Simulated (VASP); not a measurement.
# SrO in VASP: one cell, several levels of theory

Aim: gap, levels, forces and stress of SrO (database structure), under -5.7 % equal strain in all directions at fixed geometry. Runs: PBE, r2SCAN. The results are then set beside those of Ansatz 0.2.0 for the same cell.

Program: VASP 6.6.1. PAW datasets, plane waves. Calculated at 0 K for a non-magnetic cell.

**1. The structure to begin with**

The cell comes from an earlier relaxation with r2SCAN in another program, then strained, with the atoms relaxed again.

Space group P6_3/mmc (No. 194), hexagonal; conventional cell a = 3.345 Å, c = 5.855 Å, 14.19 Å³ an atom. Around Sr lie 6 O at 2.42 Å; around O lie 6 Sr at 2.42 Å.

The structure in full:

Space group P6_3/mmc (No. 194). a = 3.345 Å, b = 3.345 Å, c = 5.855 Å, α = 90.00°, β = 90.00°, γ = 120.00°
```tsv
atom	site	symmetry	x	y	z
Sr	2c	-6m2	0.3333	0.6667	0.2500
O	2a	-3m.	0.0000	0.0000	0.0000
```

**2. Single point with PBE**

INCAR reads:

```
ENCUT = 520.000000
SIGMA = 0.020000
EDIFF = 1.00e-07
GGA = PE
PREC = Accurate
IBRION = -1
ISIF = 2
ISMEAR = -1
NBANDS = 24
NELM = 120
NSW = 0
LASPH = .TRUE.
LCHARG = .FALSE.
LWAVE = .FALSE.
LREAL = .FALSE.
```

KPOINTS reads:

```
KPOINTS created by Atomic Simulation Environment
0
Gamma
12 12 4
0 0 0
```

KPOINTS_OPT reads:

```
special points
7
Reciprocal
0.0000000000 0.0000000000 0.0000000000 1
0.5000000000 0.0000000000 0.0000000000 1
0.3333333333 0.3333333333 0.0000000000 1
0.0000000000 0.0000000000 0.5000000000 1
0.5000000000 0.0000000000 0.5000000000 1
0.3333333333 0.3333333333 0.5000000000 1
0.0000000000 0.5000000000 0.0000000000 1
```

POSCAR reads:

```
Sr O
 1.0000000000000000
     3.3452961791594586    0.0000000000000000    0.0000000000000000
    -1.6726480895797293    2.8971114743351096    0.0000000000000000
     0.0000000000000000    0.0000000000000000    5.8550873731999999
 Sr  O
   2   2
Cartesian
 -0.0000000000000001  1.9314076495567403  1.4637718433000002
  1.6726480895797298  0.9657038247783698  4.3913155299000008
  0.0000000000000000  0.0000000000000000  0.0000000000000000
  0.0000000000000000  0.0000000000000000  2.9275436866000004
```

The run uses the recommended PBE PAW datasets (32 valence electrons a neutral cell).

On the command line:

```console
mpirun -np 1 vasp_std
```

Standard output, without the iteration lines:

```text
POSCAR found type information on POSCAR SrO
 POSCAR found :  2 types and       4 ions
 LDA part: xc-table for (Slater+PW92), standard interpolation
 POSCAR, INCAR and KPOINTS ok, starting setup
 FFT: planning ... GRIDC
 FFT: planning ... GRID_SOFT
 FFT: planning ... GRID
 WAVECAR not read
 entering main loop
 Start KPOINTS_OPT (optional k-point list driver)
k-point batch [1-7\7]
```

OSZICAR:

```text
N       E                     dE             d eps       ncg     rms          rms(c)
DAV:   1     0.173720579889E+03    0.17372E+03   -0.16804E+04  2736   0.131E+03
DAV:   2    -0.181620128064E+02   -0.19188E+03   -0.18194E+03  3896   0.294E+02
DAV:   3    -0.274481257217E+02   -0.92861E+01   -0.92214E+01  4192   0.569E+01
DAV:   4    -0.276928930469E+02   -0.24477E+00   -0.24472E+00  3504   0.704E+00
DAV:   5    -0.276949013785E+02   -0.20083E-02   -0.20083E-02  3864   0.709E-01    0.332E+01
DAV:   6    -0.229537119175E+02    0.47412E+01   -0.18324E+01  2912   0.270E+01    0.371E+01
DAV:   7    -0.229363048438E+02    0.17407E-01   -0.15006E+00  3960   0.666E+00    0.250E+01
DAV:   8    -0.228942356452E+02    0.42069E-01   -0.62280E-01  2792   0.523E+00    0.353E+00
DAV:   9    -0.228655498736E+02    0.28686E-01   -0.11843E-01  3480   0.236E+00    0.661E-01
DAV:  10    -0.228678154504E+02   -0.22656E-02   -0.11240E-02  3560   0.638E-01    0.266E-01
DAV:  11    -0.228680812367E+02   -0.26579E-03   -0.12729E-03  3344   0.220E-01    0.100E-01
DAV:  12    -0.228681350378E+02   -0.53801E-04   -0.10842E-04  3120   0.710E-02    0.494E-02
DAV:  13    -0.228681291456E+02    0.58922E-05   -0.16160E-05  3640   0.257E-02    0.228E-02
DAV:  14    -0.228681295038E+02   -0.35821E-06   -0.25489E-06  3504   0.105E-02    0.501E-03
DAV:  15    -0.228681294800E+02    0.23834E-07   -0.18484E-07  3024   0.250E-03
   1 F= -.22868129E+02 E0= -.22868129E+02  d E =-.123344E-10
       N       E                     dE             ncg
DAV:   1     0.147452189034E+04   -0.69291E+04      336
DAV:   2     0.187435374428E+03   -0.12871E+04      440
DAV:   3     0.115541646411E+03   -0.71894E+02      568
DAV:   4     0.113686988486E+03   -0.18547E+01      424
DAV:   5     0.113658875601E+03   -0.28113E-01      512
DAV:   6     0.113657924966E+03   -0.95064E-03      400
DAV:   7     0.113657901306E+03   -0.23660E-04      520
DAV:   8     0.113657900145E+03   -0.11608E-05      288
DAV:   9     0.113657900081E+03   -0.64040E-07      344
```

The lines after F= are the extra pass for the points of KPOINTS_OPT, at fixed density; their E is not a total energy.

OUTCAR, selected sections:

```text
k-points           NKPTS =     57   k-points in BZ     NKDIM =     57   number of bands    NBANDS=     24

   NELECT =      32.0000    total number of electrons

   dimension x,y,z NGX =    28 NGY =   28 NGZ =   48
   dimension x,y,z NGXF=    56 NGYF=   56 NGZF=   96

  energy-cutoff  :      520.00
  volume of cell :       56.75
      direct lattice vectors                 reciprocal lattice vectors
     3.345296179  0.000000000  0.000000000     0.298927194  0.172585696  0.000000000
    -1.672648090  2.897111474  0.000000000     0.000000000  0.345171392  0.000000000
     0.000000000  0.000000000  5.855087373     0.000000000  0.000000000  0.170791644

 k-points in reciprocal lattice and weights: KPOINTS created by Atomic Simulation Env
   0.00000000  0.00000000  0.00000000       0.002
   0.08333333  0.00000000  0.00000000       0.010
   0.16666667  0.00000000  0.00000000       0.010
   0.25000000  0.00000000  0.00000000       0.010
   0.33333333  0.00000000  0.00000000       0.010
   0.41666667  0.00000000  0.00000000       0.010
   0.50000000  0.00000000  0.00000000       0.005
   0.08333333  0.08333333  0.00000000       0.010
[... 49 more k-points ...]

 E-fermi :   3.6586

 k-point     1 :       0.0000    0.0000    0.0000
  band No.  band energies     occupation
      1     -29.3203      2.00000
      2     -29.0783      2.00000
      3     -14.6513      2.00000
      4     -12.6520      2.00000
      5     -10.7368      2.00000
      6     -10.7074      2.00000
      7     -10.7074      2.00000
      8     -10.6348      2.00000
      9     -10.6348      2.00000
     10      -8.9464      2.00000
     11       0.0740      2.00000
     12       1.9146      2.00000
     13       1.9146      2.00000
     14       2.1745      2.00000
     15       2.1745      2.00000
     16       3.2843      2.00000
     17       7.5033      0.00000
     18       8.5027      0.00000
     19       8.7393      0.00000
     20       9.8012      0.00000
     21       9.8012      0.00000
     22      11.1760      0.00000
     23      11.1760      0.00000
     24      12.5138      0.00000

 k-point     2 :       0.0833    0.0000    0.0000
  band No.  band energies     occupation
      1     -29.3011      2.00000
      2     -29.0668      2.00000
      3     -14.5807      2.00000
      4     -12.8340      2.00000
      5     -10.8321      2.00000
      6     -10.7609      2.00000
      7     -10.7360      2.00000
      8     -10.6327      2.00000
      9     -10.5022      2.00000
     10      -9.0513      2.00000
     11       0.2095      2.00000
     12       1.7566      2.00000
     13       1.9767      2.00000
     14       2.1089      2.00000
     15       2.1631      2.00000
     16       3.2137      2.00000
     17       7.8410      0.00000
     18       8.1191      0.00000
     19       8.6881      0.00000
     20      10.0147      0.00000
     21      10.5899      0.00000
     22      11.2912      0.00000
     23      11.3330      0.00000
     24      12.3122      0.00000

 k-point     3 :       0.1667    0.0000    0.0000
  band No.  band energies     occupation
      1     -29.2474      2.00000
      2     -29.0357      2.00000
      3     -14.3727      2.00000
      4     -13.2533      2.00000
      5     -11.1340      2.00000
      6     -10.8735      2.00000
      7     -10.7403      2.00000
      8     -10.6584      2.00000
      9     -10.2448      2.00000
     10      -9.3454      2.00000
     11       0.4997      2.00000
     12       1.4639      2.00000
     13       1.9376      2.00000
     14       2.0932      2.00000
     15       2.1415      2.00000
     16       3.0806      2.00000
     17       7.3746      0.00000
     18       8.6778      0.00000
     19       9.2062      0.00000
     20      10.6416      0.00000
     21      11.5165      0.00000
     22      11.7489      0.00000
     23      11.7633      0.00000
     24      11.9623      0.00000

[... the tables of k-points 4 to 57 left out ...]

  Total        8.8451106      8.8451106     10.0369906      0.0000000     -0.0000000      0.0000000
  in kB      249.7357347    249.7357347    283.3876630      0.0000000     -0.0000000      0.0000000
  external PRESSURE =     260.9530441 kB  Pullay stress =       0.0000000 kB

 POSITION                                       TOTAL-FORCE (eV/Angst)
 -----------------------------------------------------------------------------------
      0.00000      1.93141      1.46377         0.000000      0.000000      0.000000
      1.67265      0.96570      4.39132        -0.000000     -0.000000      0.000000
      0.00000      0.00000      0.00000        -0.000000      0.000000      0.000000
      0.00000      0.00000      2.92754         0.000000      0.000000      0.000000
 -----------------------------------------------------------------------------------
    total drift:                               -0.000000      0.000000     -0.000000

  FREE ENERGIE OF THE ION-ELECTRON SYSTEM (eV)
  ---------------------------------------------------
  free  energy   TOTEN  =       -22.8681294800 eV

  energy  without entropy=      -22.8681294800  energy(sigma->0) =      -22.86812948
```

Hardware: 1 MPI rank of Intel Xeon Platinum 8488C, shared host.

The levels at the points of KPOINTS_OPT are read from vasprun.xml.

Levels at the named points, in eV from the top of band v (v: the last filled band by count, c: the next):

```
point    v−1      v     c   c+1
    Γ  -1.11   0.00  4.22  5.22
    M  -0.54  -0.25  3.04  6.46
    K  -1.50  -0.88  5.07  5.07
    A  -1.29  -1.29  5.48  5.48
    L  -1.25  -1.25  4.66  4.66
    H  -0.53  -0.53  5.55  5.55
```

Gap with PBE: 3.04 eV, valence top at Γ, conduction bottom at M. Least direct gap: 3.29 eV. The pressure is 26.10 GPa; the forces vanish within 0.01 eV/Å.

**3. Single point with r2SCAN**

INCAR reads:

```
ENCUT = 520.000000
SIGMA = 0.010000
EDIFF = 1.00e-07
ALGO = Normal
METAGGA = R2SCAN
PREC = Accurate
IBRION = -1
ISIF = 2
ISMEAR = 0
NBANDS = 24
NELM = 120
NSW = 0
LASPH = .TRUE.
LCHARG = .FALSE.
LWAVE = .FALSE.
LREAL = .FALSE.
```

KPOINTS is that of step 2.

KPOINTS_OPT is that of step 2.

POSCAR is that of step 2.

On the command line:

```console
mpirun -np 1 vasp_std
```

Printed to the terminal (iteration lines stand in OSZICAR):

```text
POSCAR found type information on POSCAR SrO
 POSCAR found :  2 types and       4 ions
 -----------------------------------------------------------------------------
|                                                                             |
|                                                                             |
|     You enforced a specific xc type in the INCAR file but a different       |
|     I HOPE YOU KNOW WHAT YOU ARE DOING!                                     |
|                                                                             |
 -----------------------------------------------------------------------------

 LDA part: xc-table for (None), standard interpolation
 POSCAR, INCAR and KPOINTS ok, starting setup
 FFT: planning ... GRIDC
 FFT: planning ... GRID_SOFT
 FFT: planning ... GRID
 WAVECAR not read
 entering main loop
 Start KPOINTS_OPT (optional k-point list driver)
k-point batch [1-7\7]
```

OSZICAR:

```text
N       E                     dE             d eps       ncg     rms          rms(c)
DAV:   1     0.137955518485E+03    0.13796E+03   -0.17188E+04  2736   0.134E+03
DAV:   2    -0.580119317755E+02   -0.19597E+03   -0.18571E+03  3880   0.302E+02
DAV:   3    -0.685499477762E+02   -0.10538E+02   -0.10438E+02  4368   0.598E+01
DAV:   4    -0.688889112170E+02   -0.33896E+00   -0.33887E+00  3472   0.790E+00
DAV:   5    -0.688914134220E+02   -0.25022E-02   -0.25021E-02  3864   0.809E-01    0.334E+01
DAV:   6    -0.527769865707E+02    0.16114E+02   -0.11317E+01  3536   0.237E+01    0.294E+01
DAV:   7    -0.529971240192E+02   -0.22014E+00   -0.12981E+00  3584   0.726E+00    0.152E+01
DAV:   8    -0.530308227195E+02   -0.33699E-01   -0.45449E-01  2952   0.498E+00    0.164E+00
DAV:   9    -0.529963368944E+02    0.34486E-01   -0.13756E-01  3152   0.252E+00    0.863E-01
DAV:  10    -0.529985539866E+02   -0.22171E-02   -0.13253E-02  3648   0.716E-01    0.257E-01
DAV:  11    -0.529990842699E+02   -0.53028E-03   -0.71947E-04  3672   0.244E-01    0.881E-02
DAV:  12    -0.529990722408E+02    0.12029E-04   -0.72748E-04  3352   0.183E-01    0.332E-02
DAV:  13    -0.529990596063E+02    0.12634E-04   -0.10183E-04  3160   0.801E-02    0.183E-02
DAV:  14    -0.529990577491E+02    0.18573E-05   -0.95275E-06  3696   0.236E-02    0.769E-03
DAV:  15    -0.529990571810E+02    0.56805E-06   -0.59355E-07  3216   0.544E-03    0.425E-03
DAV:  16    -0.529990564809E+02    0.70010E-06   -0.45817E-07  2856   0.528E-03    0.205E-03
DAV:  17    -0.529990566976E+02   -0.21666E-06   -0.71310E-08  1664   0.175E-03    0.162E-03
DAV:  18    -0.529990567273E+02   -0.29745E-07   -0.74283E-09  1552   0.528E-04
   1 F= -.52999057E+02 E0= -.52999057E+02  d E =-.363673E-66
       N       E                     dE             ncg
DAV:   1     0.136463954614E+04   -0.70390E+04      336
DAV:   2     0.231765330425E+02   -0.13415E+04      448
DAV:   3    -0.493568744513E+02   -0.72533E+02      544
DAV:   4    -0.515081869180E+02   -0.21513E+01      432
DAV:   5    -0.515382821886E+02   -0.30095E-01      472
DAV:   6    -0.515393808247E+02   -0.10986E-02      432
DAV:   7    -0.515394059333E+02   -0.25109E-04      488
DAV:   8    -0.515394071773E+02   -0.12440E-05      288
DAV:   9    -0.515394072474E+02   -0.70032E-07      336
```

Parts of OUTCAR:

```text
k-points           NKPTS =     57   k-points in BZ     NKDIM =     57   number of bands    NBANDS=     24

   NELECT =      32.0000    total number of electrons

   dimension x,y,z NGX =    28 NGY =   28 NGZ =   48
   dimension x,y,z NGXF=    56 NGYF=   56 NGZF=   96

  energy-cutoff  :      520.00
  volume of cell :       56.75
      direct lattice vectors                 reciprocal lattice vectors
     3.345296179  0.000000000  0.000000000     0.298927194  0.172585696  0.000000000
    -1.672648090  2.897111474  0.000000000     0.000000000  0.345171392  0.000000000
     0.000000000  0.000000000  5.855087373     0.000000000  0.000000000  0.170791644

 k-points in reciprocal lattice and weights: KPOINTS created by Atomic Simulation Env
   0.00000000  0.00000000  0.00000000       0.002
   0.08333333  0.00000000  0.00000000       0.010
   0.16666667  0.00000000  0.00000000       0.010
   0.25000000  0.00000000  0.00000000       0.010
   0.33333333  0.00000000  0.00000000       0.010
   0.41666667  0.00000000  0.00000000       0.010
   0.50000000  0.00000000  0.00000000       0.005
   0.08333333  0.08333333  0.00000000       0.010
[... 49 more k-points ...]

 E-fermi :   3.1052

 k-point     1 :       0.0000    0.0000    0.0000
  band No.  band energies     occupation
      1     -30.7208      2.00000
      2     -30.4739      2.00000
      3     -15.7747      2.00000
      4     -13.9013      2.00000
      5     -11.5145      2.00000
      6     -11.4917      2.00000
      7     -11.4917      2.00000
      8     -11.4243      2.00000
      9     -11.4243      2.00000
     10      -9.8556      2.00000
     11      -0.1771      2.00000
     12       1.6008      2.00000
     13       1.6008      2.00000
     14       1.8508      2.00000
     15       1.8508      2.00000
     16       2.9862      2.00000
     17       7.8392      0.00000
     18       8.7781      0.00000
     19       8.8823      0.00000
     20      10.0803      0.00000
     21      10.0803      0.00000
     22      11.5303      0.00000
     23      11.5303      0.00000
     24      12.8585      0.00000

 k-point     2 :       0.0833    0.0000    0.0000
  band No.  band energies     occupation
      1     -30.7013      2.00000
      2     -30.4623      2.00000
      3     -15.7042      2.00000
      4     -14.0568      2.00000
      5     -11.6156      2.00000
      6     -11.5462      2.00000
      7     -11.5132      2.00000
      8     -11.4206      2.00000
      9     -11.3176      2.00000
     10      -9.9612      2.00000
     11      -0.0475      2.00000
     12       1.4541      2.00000
     13       1.6625      2.00000
     14       1.7859      2.00000
     15       1.8408      2.00000
     16       2.9165      2.00000
     17       8.1577      0.00000
     18       8.2852      0.00000
     19       8.9671      0.00000
     20      10.2980      0.00000
     21      10.8690      0.00000
     22      11.6442      0.00000
     23      11.6908      0.00000
     24      12.6568      0.00000

 k-point     3 :       0.1667    0.0000    0.0000
  band No.  band energies     occupation
      1     -30.6468      2.00000
      2     -30.4312      2.00000
      3     -15.4976      2.00000
      4     -14.4332      2.00000
      5     -11.9136      2.00000
      6     -11.6591      2.00000
      7     -11.5164      2.00000
      8     -11.4449      2.00000
      9     -11.1044      2.00000
     10     -10.2565      2.00000
     11       0.2291      2.00000
     12       1.1782      2.00000
     13       1.6164      2.00000
     14       1.7761      2.00000
     15       1.8267      2.00000
     16       2.7824      2.00000
     17       7.5311      0.00000
     18       8.9776      0.00000
     19       9.4936      0.00000
     20      10.9371      0.00000
     21      11.8649      0.00000
     22      12.0740      0.00000
     23      12.1314      0.00000
     24      12.3139      0.00000

[... the tables of k-points 4 to 57 left out ...]

  Total        8.2287689      8.2287689      9.6285831     -0.0000000     -0.0000000      0.0000000
  in kB      232.3337429    232.3337429    271.8565509     -0.0000000     -0.0000000      0.0000000
  external PRESSURE =     245.5080122 kB  Pullay stress =       0.0000000 kB

 POSITION                                       TOTAL-FORCE (eV/Angst)
 -----------------------------------------------------------------------------------
      0.00000      1.93141      1.46377         0.000000     -0.000000      0.000000
      1.67265      0.96570      4.39132        -0.000000      0.000000     -0.000000
      0.00000      0.00000      0.00000        -0.000000      0.000000     -0.000000
      0.00000      0.00000      2.92754        -0.000000      0.000000     -0.000000
 -----------------------------------------------------------------------------------
    total drift:                               -0.000000      0.000000     -0.000000

  FREE ENERGIE OF THE ION-ELECTRON SYSTEM (eV)
  ---------------------------------------------------
  free  energy   TOTEN  =       -52.9990567273 eV

  energy  without entropy=      -52.9990567273  energy(sigma->0) =      -52.99905673
```

Hardware: 1 MPI rank of Intel Xeon Platinum 8488C, shared host.

The levels at the points of KPOINTS_OPT are read from vasprun.xml.

Near the gap, in eV above the top of the last filled band v; c is the band after it:

```
point    v−1      v     c   c+1
    Γ  -1.14   0.00  4.85  5.79
    M  -0.56  -0.26  3.49  6.95
    K  -1.49  -0.88  5.53  5.53
    A  -1.30  -1.30  5.97  5.97
    L  -1.27  -1.27  5.11  5.11
    H  -0.54  -0.54  6.01  6.01
```

Gap with r2SCAN: 3.49 eV, valence top at Γ, conduction bottom at M. Least direct gap: 3.75 eV. The pressure is 24.55 GPa; the forces vanish within 0.01 eV/Å.

**4. Summary**

```
 level  gap (eV)  pressure (GPa)  Ansatz: gap (eV)  Ansatz: pressure (GPa)
   PBE      3.04           26.10              3.09                   24.78
r2SCAN      3.49           24.55              3.55                   23.29
```

The gap spans 3.04 eV (PBE) to 3.49 eV (r2SCAN). At this one volume the pressure spans 24.6 GPa (r2SCAN) to 26.1 GPa (PBE): PBE wants the largest cell and r2SCAN the smallest. The two programs agree on the gap within 0.07 eV, far less than the spread between functionals. Each program uses its own PAW datasets and cutoff.
